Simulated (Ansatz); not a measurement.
# armchair graphene nanoribbon (N = 4, H edges): bands under strain, part 3 of 3

Wanted: the relaxed geometry and the bands of the armchair graphene nanoribbon (N = 4, H edges).

Ansatz 0.2.0; DFT PBE, plane waves, PAW; relaxation of a wire's period (the session's first sound run).

So far, band gap (eV): step 3 (the wire at its relaxed period) 2.46; step 4 (relaxing the atoms, period over the relaxed period 0.96, k-mesh …) 2.40; step 5 (relaxing the atoms, period over the relaxed period 0.98, k-mesh …) 2.51; step 6 (relaxing the atoms, period over the relaxed period 1.02, k-mesh …) 2.36.

### 7. At a strained period, period over the relaxed period 1.04, k-mesh 1×1×14

Level of this step: DFT PBE, plane waves, PAW; relaxation at a fixed period (Ansatz).

The period is set to 1.04 times the relaxed one and the atoms relax within it: strain changes bond lengths and angles, which shifts the bands against each other. Against the first PBE run of this kind, the mesh along the wire has 14 points against 19.

The cell differs from the one that the last finished run ended in (c 4.410 → 4.497 Å).

The input, input.yaml:

```yaml
crystal:
  lattice:
    - [12.543, 0.0, 0.0]
    - [0.0, 7.0, 0.0]
    - [0.0, 0.0, 4.4968739217]
  atoms:
    - { symbol: C, position: [0.35476537, 0.5, 0.008241354] }
    - { symbol: C, position: [0.548981202, 0.5, 0.999360838] }
    - { symbol: C, position: [0.35476537, 0.5, 0.32509198] }
    - { symbol: C, position: [0.548981202, 0.5, 0.333972495] }
    - { symbol: H, position: [0.721757959, 0.5, 0.389844946] }
    - { symbol: H, position: [0.278207168, 0.5, 0.443488387] }
    - { symbol: C, position: [0.450983925, 0.5, 0.499360838] }
    - { symbol: C, position: [0.645199757, 0.5, 0.508241354] }
    - { symbol: C, position: [0.450983925, 0.5, 0.833972495] }
    - { symbol: C, position: [0.645199757, 0.5, 0.82509198] }
    - { symbol: H, position: [0.278207168, 0.5, 0.889844946] }
    - { symbol: H, position: [0.721757959, 0.5, 0.943488387] }
kpoints:
  mp_grid: { grid: [1, 1, 14] }
  band_path: { path: ["Γ", Z], npoints: 90 }
scf:
  occupations: { method: fermi_dirac, width: 0.05 }
hamiltonian:
  xc: pbe
relax:
  max_steps: 40
  f_tol: 0.02
output:
  stress: true
```

Run with:

```console
> ansatz run input.yaml --threads 4 --pin off --max-ram 16384MiB --backend cpu --events-out ev --progress --plain --runs-dir out
```

Numbers of over 12 decimals in the logs are rounded to 6 here.

What it wrote:

```text
[...]
Crystal: 12 atoms, lattice volume = 394.830 Å³
Basis set: ecut = 420 eV, 7729 PW (Γ), exchange–correlation on 180×96×64 points (8 copies of the dense FFT grid, shifted against one another)
Bands: 30, of which v1, the nominal top of the filled ones, is band 18 counted from 1 (17 counted from 0)
Symmetry: 8 space group operations
[...]
- { symbol: C, position: [0.548869, 0.5, 0.333401] }
    - { symbol: H, position: [0.721106, 0.5, 0.402777] }
    - { symbol: H, position: [0.278859, 0.5, 0.430557] }
    - { symbol: C, position: [0.451096, 0.5, 0.499933] }
    - { symbol: C, position: [0.643514, 0.5, 0.512184] }
    - { symbol: C, position: [0.451096, 0.5, 0.833401] }
    - { symbol: C, position: [0.643514, 0.5, 0.821149] }
    - { symbol: H, position: [0.278859, 0.5, 0.902777] }
    - { symbol: H, position: [0.721106, 0.5, 0.930557] }
[key lines of the parts left out:]
SCF converged after 4 iterations
Free energy (F): -2070.533542 eV
Fermi energy:    -1.753651 eV
P = ⅓ Tr σ = -1.8151 GPa (-18.151 kbar)
```

Elapsed: 15 s, on 4 threads of Arm Neoverse V1, shared host; peak memory 0.89 GiB; 57 s of CPU time.

Relaxation path:

```tsv
step	energy less that of the first step (eV)	largest force component (eV/Å)
1	0.0000	1.1204
2	-0.0819	0.3815
3	-0.0901	0.0451
4	-0.0902	0.0279
5	-0.0902	0.0041
```

The run keeps the 8 symmetry operations that it works with, so distortions that break them were not tested.

The atoms that moved most (Å):

```tsv
atom	dx	dy	dz	length
H11	0.008	0.000	0.058	0.059
H5	-0.008	0.000	0.058	0.059
H6	0.008	0.000	-0.058	0.059
H12	-0.008	0.000	-0.058	0.059
C10	-0.021	0.000	-0.018	0.028
C3	0.021	0.000	-0.018	0.028
C8	-0.021	0.000	0.018	0.028
C1	0.021	0.000	0.018	0.028
```

The relaxed structure:

```xyz
12
Lattice="12.5430 0.0000 0.0000 0.0000 7.0000 0.0000 0.0000 0.0000 4.4969" Properties=species:S:1:pos:R:3
C     4.4710    3.5000    0.0548
C     6.8845    3.5000    4.4966
C     4.4710    3.5000    1.4442
C     6.8845    3.5000    1.4993
H     9.0448    3.5000    1.8112
H     3.4977    3.5000    1.9362
C     5.6581    3.5000    2.2481
C     8.0716    3.5000    2.3032
C     5.6581    3.5000    3.7477
C     8.0716    3.5000    3.6926
H     3.4977    3.5000    4.0597
H     9.0448    3.5000    4.1846
```

Electronic bands along the path, in eV, zero at the Fermi level:

```tsv
point	band 15	band 16	band 17	band 18	band 19	band 20	band 21	band 22
Γ	-4.13	-3.41	-1.67	-1.10	1.11	1.17	2.81	3.44
halfway	-4.00	-3.86	-3.04	-1.75	1.58	2.86	3.24	3.86
Z	-4.87	-4.87	-2.89	-2.89	2.67	2.67	4.56	4.56
```

The gap is 2.21 eV, against 2.46 eV under PBE at the relaxed period.

### 8. Strain along the wire, period over the relaxed period 1.06, k-mesh 1×1×14

The period is set to 1.06 times the relaxed one and the atoms relax within it: strain changes bond lengths and angles, which shifts the bands against each other. Against the first PBE run of this kind, the mesh along the wire has 14 points against 19.

The cell differs from the one that the last finished run ended in (c 4.497 → 4.583 Å).

input.yaml: that of step 7 with these lines changed.

```diff
@@ -4,3 +4,3 @@
     - [0.0, 7.0, 0.0]
-    - [0.0, 0.0, 4.4968739217]
+    - [0.0, 0.0, 4.5833522664]
   atoms:
```

What it wrote:

```text
[...]
Crystal: 12 atoms, lattice volume = 402.423 Å³
Basis set: ecut = 420 eV, 7849 PW (Γ), exchange–correlation on 180×96×64 points (8 copies of the dense FFT grid, shifted against one another)
Bands: 30, of which v1, the nominal top of the filled ones, is band 18 counted from 1 (17 counted from 0)
Symmetry: 8 space group operations
[...]
- { symbol: H, position: [0.720861, 0.500000, 0.409219] }
    - { symbol: H, position: [0.279104, 0.500000, 0.424115] }
    - { symbol: C, position: [0.451095, 0.500000, 0.499673] }
    - { symbol: C, position: [0.642742, 0.500000, 0.514108] }
    - { symbol: C, position: [0.451095, 0.500000, 0.833661] }
    - { symbol: C, position: [0.642742, 0.500000, 0.819225] }
    - { symbol: H, position: [0.279104, 0.500000, 0.909219] }
    - { symbol: H, position: [0.720861, 0.500000, 0.924115] }
[key lines of the parts left out:]
SCF converged after 5 iterations
Free energy (F): -2070.214691 eV
Fermi energy:    -1.827596 eV
P = ⅓ Tr σ = -2.5801 GPa (-25.801 kbar)
```

Elapsed: 14 s, on 4 threads; peak memory 0.9 GiB.

The electronic bands at the labelled points (eV, zero at the Fermi level):

```tsv
point	band 15	band 16	band 17	band 18	band 19	band 20	band 21	band 22
Γ	-4.03	-3.38	-1.80	-1.02	1.02	1.19	2.85	3.48
halfway	-3.92	-3.79	-3.04	-1.70	1.56	2.78	3.27	3.88
Z	-4.81	-4.81	-2.82	-2.82	2.67	2.67	4.53	4.53
```

The gap is 2.04 eV, against 2.46 eV under PBE at the relaxed period.

### 9. Side by side

Times are for 4 threads of Arm Neoverse V1, shared host. Results by setting:

```tsv
no.	period over the relaxed period	k-mesh	free energy less the lowest (eV)	pressure (GPa)	band gap (eV)	time	memory (GiB)
1	0.96	1×1×15	0.2499	2.368	2.398	13 s	0.84
2	0.98	1×1×15	0.006962	1.131	2.511	12 s	0.86
3	1.02	1×1×14	0	-0.9428	2.360	13 s	0.88
4	1.04	1×1×14	0.2018	-1.815	2.209	15 s	0.89
5	1.06	1×1×14	0.5207	-2.580	2.039	14 s	0.90
```

### 10. Outcome

```yaml
cell_length_pbe: 4.324 Å
gap_pbe: 2.46 eV
gap_period_scaled_by_0p96: 2.40 eV
gap_period_scaled_by_0p98: 2.51 eV
gap_period_scaled_by_1p02: 2.36 eV
gap_period_scaled_by_1p04: 2.21 eV
gap_period_scaled_by_1p06: 2.04 eV
```

Under PBE the cell's length is 4.32 Å, and a gap of 2.46 eV makes it a semiconductor. Strain matters: under PBE the gap goes from 2.46 eV to 2.40 eV at 0.96 times the period, 2.51 eV at 0.98 times the period, 2.36 eV at 1.02 times the period, 2.21 eV at 1.04 times the period and 2.04 eV at 1.06 times the period.

[Logs are printed without paths, hosts, clocks, repeated set-up lines and the standing remarks that a program may print on its own settings, such as how far it seeks lower states.]

[Hosts, paths, dates, database ids (printed as entryN), source tags and the programs' standing remarks are cut or masked in the printed files.]
